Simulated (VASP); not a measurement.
# GaP (F-43m) in VASP: further runs, part 2 of 2

VASP 6.6.1.

## (3) Dielectric tensor, LDA

INCAR

```
SYSTEM = GaP
  ALGO = Normal
  EDIFF = 1E-8
  ENCUT = 650
  ISIF = 2
  ISMEAR = 0
  LASPH = .True.
  LCHARG = .False.
  LEPSILON = .True.
  LREAL = .False.
  LWAVE = .False.
  NELM = 100
  PREC = Accurate
  SIGMA = 0.01
```

KPOINTS

```
k-points
0
Gamma
  10 10 10
  0 0 0
```

POSCAR

```
GaP
1.0
    0.0000000000      2.7252500000      2.7252500000
    2.7252500000      0.0000000000      2.7252500000
    2.7252500000      2.7252500000      0.0000000000
Ga P
1 1
Direct
    0.0000000000      0.0000000000      0.0000000000
    0.7500000000      0.7500000000      0.7500000000
```

Potentials or basis: VASP PAW LDA potentials, release 64 (Ga_d, P).

Run with:

```bash
$ cat potpaw_LDA.64/Ga_d/POTCAR potpaw_LDA.64/P/POTCAR > POTCAR
$ mpirun -np 1 vasp_std > vasp.out
```

OUTCAR:

```text
SYSTEM = GaP
   EDIFF = 1E-8
   ENCUT = 650
   ISIF = 2
   ISMEAR = 0
   LASPH = .True.
   LEPSILON = .True.
   LREAL = .False.
   NELM = 100
   PREC = Accurate

 Found     47 irreducible k-points:

 Following reciprocal coordinates:
            Coordinates               Weight
  0.000000  0.000000  0.000000      1.000000
  0.100000  0.000000  0.000000      8.000000
  0.200000  0.000000  0.000000      8.000000
  0.300000  0.000000  0.000000      8.000000
  0.400000  0.000000  0.000000      8.000000
  0.500000  0.000000  0.000000      4.000000
   k-points           NKPTS =     47   k-points in BZ     NKDIM =     47   number of bands    NBANDS=     13
   number of dos      NEDOS =    301   number of ions     NIONS =      2
   total plane-waves  NPLWV =  32768
   dimension x,y,z NGX =    32 NGY =   32 NGZ =   32
   dimension x,y,z NGXF=    64 NGYF=   64 NGZF=   64
   ions per type =               1   1
   NGX,Y,Z   is equivalent  to a cutoff of  13.80, 13.80, 13.80 a.u.
   NGXF,Y,Z  is equivalent  to a cutoff of  27.61, 27.61, 27.61 a.u.
 SYSTEM =  GaP
   PREC   = accura    normal or accurate (medium, high low for compatibility)
   ISTART =      0    job   : 0-new  1-cont  2-samecut
   ICHARG =      2    charge: 1-file 2-atom 10-const
   ISPIN  =      1    spin polarized calculation?
   LNONCOLLINEAR =      F non collinear calculations
   LSORBIT =      F    spin-orbit coupling
   LASPH  =      T    aspherical Exc in radial PAW
   ENCUT  =  650.0 eV  47.77 Ry    6.91 a.u.   8.01  8.01  8.01*2*pi/ulx,y,z
   NELM   =    100;   NELMIN=  2; NELMDL= -5     # of ELM steps
   EDIFF  = 0.1E-07   stopping-criterion for ELM
   LREAL  =      F    real-space projection
   EDIFFG = 0.1E-06   stopping-criterion for IOM
   NSW    =      0    number of steps for IOM
   IBRION =     -1    ionic relax: 0-MD 1-quasi-New 2-CG
   NFREE  =      0    steps in history (QN), initial steepest desc. (CG)
   ISIF   =      2    stress and relaxation
   ISYM   =      2    0-nonsym 1-usesym 2-fastsym
   POTIM  = 0.5000    time-step for ionic-motion
   TEBEG  =    0.0;   TEEND  =   0.0 temperature during run
   PSTRESS=    0.0 pullay stress
   NELECT =      18.0000    total number of electrons
   NUPDOWN=      -1.0000    fix difference up-down
   EMIN   =  10.00;   EMAX   =-10.00  energy-range for DOS
   EFERMI =   0.00;   METHOD = LEGACY
   ISMEAR =     0;   SIGMA  =   0.01  broadening in eV -4-tet -1-fermi 0-gaus
   EFERMI_NEDOS =   21; number of points for ismear=-14 and -15
   IALGO  =     38    algorithm
   IMIX   =      4    mixing-type and parameters
     AMIX     =   0.40;   BMIX     =  1.00
     AMIX_MAG =   1.60;   BMIX_MAG =  1.00
  volume/ion in A,a.u.               =      20.24       136.59
  Fermi-wavevector in a.u.,A,eV,Ry     =   1.249538  2.361284 21.243377  1.561344
  Thomas-Fermi vector in A             =   2.383574
   LORBIT       =      0    0 simple, 1 ext, 2 COOP (PROOUT), +10 PAW based schemes
   GGA     = CA    functional components
   LHFCALC =     F    Hartree Fock is set to
   AEXX    =    0.0000 exact exchange contribution
   IVDW    =     0    specifies the selected vdW correction
   LEPSILON=     T    determine dielectric tensor
   LRPA    =     F    only Hartree local field effects (RPA)
 non-spin polarized calculation
 Gauss-broadening in eV      SIGMA  =   0.01
  energy-cutoff  :      650.00
  volume of cell :       40.48
 maximum number of plane-waves:      1540
[... 112 lines left out ...]
  Direction    XX          YY          ZZ          XY          YZ          ZX
  --------------------------------------------------------------------------------------
  -------------------------------------------------------------------------------------
  Total       -0.6709449     -0.6709449     -0.6709449      0.0000000      0.0000000     -0.0000000
  in kB      -26.5551267    -26.5551267    -26.5551267      0.0000000      0.0000000     -0.0000000
  external PRESSURE =     -26.5551267 kB  Pullay stress =       0.0000000 kB

 VOLUME and BASIS-vectors are now :
 -----------------------------------------------------------------------------
  energy-cutoff  :      650.00
  volume of cell :       40.48
      direct lattice vectors                 reciprocal lattice vectors
     0.000000000  2.725250000  2.725250000    -0.183469406  0.183469406  0.183469406
     2.725250000  0.000000000  2.725250000     0.183469406 -0.183469406  0.183469406
     2.725250000  2.725250000  0.000000000     0.183469406  0.183469406 -0.183469406

 POSITION                                       TOTAL-FORCE (eV/Angst)
 -----------------------------------------------------------------------------------
      0.00000      0.00000      0.00000        -0.000000      0.000000     -0.000000
      4.08788      4.08788      4.08788         0.000000     -0.000000      0.000000
 -----------------------------------------------------------------------------------
    total drift:                               -0.000001     -0.000001     -0.000001

  FREE ENERGIE OF THE ION-ELECTRON SYSTEM (eV)
  ---------------------------------------------------
  free  energy   TOTEN  =       -10.4426315615 eV

  energy  without entropy=      -10.4426315615  energy(sigma->0) =      -10.44263156

 HEAD OF MICROSCOPIC STATIC DIELECTRIC TENSOR (INDEPENDENT PARTICLE, excluding Hartree and local field effects)
 ------------------------------------------------------
          11.951078    -0.000000     0.000000
           0.000000    11.951078     0.000000
          -0.000000    -0.000000    11.951078
 ------------------------------------------------------

 Free energy of the ion-electron system (eV)
  ---------------------------------------------------
  ---------------------------------------------------
  free energy    TOTEN  =        -1.20802774 eV

  energy without entropy =       -1.20802774

------------------------ aborting loop because EDIFF is reached ----------------------------------------

--------------------------------------- Ionic step        2  -------------------------------------------

------------------------ aborting loop because EDIFF is reached ----------------------------------------

--------------------------------------- Ionic step        3  -------------------------------------------

 Free energy of the ion-electron system (eV)
  ---------------------------------------------------
  ---------------------------------------------------
  free energy    TOTEN  =        -1.20802906 eV

  energy without entropy =       -1.20802906

------------------------ aborting loop because EDIFF is reached ----------------------------------------

 PIEZOELECTRIC TENSOR FIELD DIRECTION 3  (e Angst)
 -----------------------------------------------------------------------------
    -0.00034  1.99884  0.00000           (  0.00000  0.03735  0.00000)
     1.99884 -0.00034  0.00000           (  0.03735  0.00000  0.00000)
     0.00000  0.00000 -0.00142           (  0.00000  0.00000  0.00000)

 PIEZOELECTRIC TENSOR FIELD DIRECTION 3  (C/m^2)
 -----------------------------------------------------------------------------
    -0.00014  0.79111  0.00000
     0.79111 -0.00014  0.00000
     0.00000  0.00000 -0.00056

 MACROSCOPIC STATIC DIELECTRIC TENSOR (including local field effects in DFT)
 ------------------------------------------------------
          11.225691    -0.000000     0.000000
           0.000000    11.225691     0.000000
           0.000000    -0.000000    11.225691
 ------------------------------------------------------

 PIEZOELECTRIC TENSOR (including local field effects)  for field in x, y, z        (e  Angst)
          XX          YY          ZZ          XY          YZ          ZX
  --------------------------------------------------------------------------------
  x    -0.00000    -0.00000     0.00000     0.00000     2.00431     0.00000
  y    -0.00000     0.00000     0.00000     0.00000     0.00000     2.00431
  z     0.00000     0.00000    -0.00000     2.00431     0.00000     0.00000

 PIEZOELECTRIC TENSOR (including local field effects)  for field in x, y, z        (C/m^2)
          XX          YY          ZZ          XY          YZ          ZX
  --------------------------------------------------------------------------------
  x    -0.00000    -0.00000     0.00000     0.00000     0.79328     0.00000
  y    -0.00000     0.00000     0.00000     0.00000     0.00000     0.79328
  z     0.00000     0.00000    -0.00000     0.79328     0.00000     0.00000

 BORN EFFECTIVE CHARGES (including local field effects) (in |e|, cummulative output)
 ---------------------------------------------------------------------------------
 ion    1
    1     2.13548    -0.00000     0.00000
    2     0.00000     2.13548    -0.00000
    3     0.00000     0.00000     2.13548
 ion    2
    1    -2.13548     0.00000    -0.00000
    2    -0.00000    -2.13548     0.00000
    3    -0.00000    -0.00000    -2.13548
```

OSZICAR:

```text
N       E                     dE             d eps       ncg     rms          rms(c)
DAV:   1     0.868608008333E+02    0.86861E+02   -0.10459E+04  1227   0.223E+03
[... 12 lines left out ...]
RMM:   7    -0.120764342188E+01    0.24694E-03   -0.50848E-05  8675   0.617E-02    0.784E-03
RMM:   8    -0.120810049176E+01   -0.45707E-03   -0.11801E-05  8953   0.249E-02    0.114E-03
RMM:   9    -0.120804086245E+01    0.59629E-04   -0.13884E-06  9127   0.966E-03    0.583E-04
RMM:  10    -0.120803872116E+01    0.21413E-05   -0.22221E-08  9023   0.348E-03    0.274E-04
RMM:  11    -0.120803447807E+01    0.42431E-05   -0.28343E-08  9203   0.143E-03    0.155E-04
RMM:  12    -0.120802986799E+01    0.46101E-05   -0.95563E-09  8219   0.522E-04    0.289E-05
RMM:  13    -0.120802940955E+01    0.45845E-06    0.35021E-09  6730   0.216E-04    0.341E-05
RMM:  14    -0.120802905655E+01    0.35299E-06   -0.95728E-09  3715   0.992E-05    0.962E-06
```

stdout:

```text
POSCAR found type information on POSCAR GaP
 POSCAR found :  2 types and       2 ions
 scaLAPACK will be used
 LDA part: xc-table for (Slater(with rela. corr.)+CA(PZ))
 , standard interpolation
 POSCAR, INCAR and KPOINTS ok, starting setup
 FFT: planning ... GRIDC
 FFT: planning ... GRID_SOFT
 FFT: planning ... GRID
 WAVECAR not read
 entering main loop
 Linear response reoptimize wavefunctions to high precision
 Linear response G [H, r] |phi>, progress :
  Direction:   1
 Linear response G [H, r] |phi>, progress :
  Direction:   2
 Linear response G [H, r] |phi>, progress :
  Direction:   3
 Linear response to external field (no local field effect), progress :
  Direction:   1
 dielectric tensor                  component  1 :    14.404     7.767     1.572
 Linear response to external field (no local field effect), progress :
  Direction:   2
 dielectric tensor                  component  2 :     7.766    14.965    -2.063
 Linear response to external field (no local field effect), progress :
  Direction:   3
 dielectric tensor                  component  3 :     1.577    -2.063     6.484
 Linear response to external field, progress :
  Direction:   1
 dielectric tensor                  component  1 :    11.226     3.213     1.679
 Linear response to external field, progress :
  Direction:   2
 dielectric tensor                  component  2 :     2.969    11.226     1.638
 Linear response to external field, progress :
  Direction:   3
 dielectric tensor                  component  3 :     2.441     2.449    11.226
 Born effective charges drift removed
```

Run time: 4.5 min. Hardware: 1 thread of Intel Xeon Platinum 8488C (Sapphire Rapids), shared host; peak memory 0.4 GiB.

These settings aren't checked as converged: the numbers below hold their error.

Results:

```
Band gap on the k mesh                  : 1.45 eV, indirect (least direct gap 1.64 eV)
Electronic dielectric tensor (diagonal) : 11.23
Born charges (mean of the diagonal)     : Ga +2.14; P -2.14 e
```

## (4) For comparison

An earlier run on the cell as given: functional PBE; potentials or basis VASP PAW PBE potentials, release 64 (Ga_d, P); cutoff 520 eV; k mesh 8 × 8 × 8; occupations fermi-dirac, width 0.05 eV; no spin polarisation.

- Pressure: 2.5 GPa
- Band gap on the k mesh: 1.64 eV, indirect (least direct gap 1.83 eV)

## (5) Against experiment

Step 2. Against the measured gap of GaP, 2.34 eV (indirect; 10 K; quoted in “Stacking defects in GaP nanowires: Electronic structure and optical properties”, 2018, arxiv:1810.01194), the calculated 1.44 eV is off by -0.90 eV. Spin-orbit coupling on Ga is left out. The value is that of LDA on a finite k mesh, which can miss the band edges, without temperature or zero-point motion. Semilocal functionals fall short of measured gaps as a rule.
